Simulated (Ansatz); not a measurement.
SnTe:

```xyz
2
Lattice="0.0000 3.1509 3.1509 3.1509 0.0000 3.1509 3.1509 3.1509 0.0000" Properties=species:S:1:pos:R:3 pbc="T T T"
Te    3.1509    3.1509    3.1509
Sn    0.0000    0.0000    0.0000
```

Base run:

- Program: Ansatz 0.2.0
- Functional: PBE
- Potentials or basis: all-electron PAW datasets made for the crystal
- Cutoff: 240 eV (chosen from the basis error)
- k mesh: 6 × 6 × 6
- Occupations: fermi-dirac, width 0.05 eV
- Spin: no spin polarisation

Its results: band gap on the k mesh 0.10 eV, direct; pressure 2.3 GPa.

Question: The run is repeated on the same cell with these changes: functional from PBE to HSE06; cutoff from 240 eV (chosen from the basis error) to 270 eV (chosen from the basis error). What comes out?

Answer: Band gap on the k mesh 0.11 eV, direct; pressure 1.3 GPa.

Caveats: spin-orbit coupling is left out, which moves the levels of the heavy elements.

A k mesh can miss the band edges.

The runs don't all hold the same shells in valence.
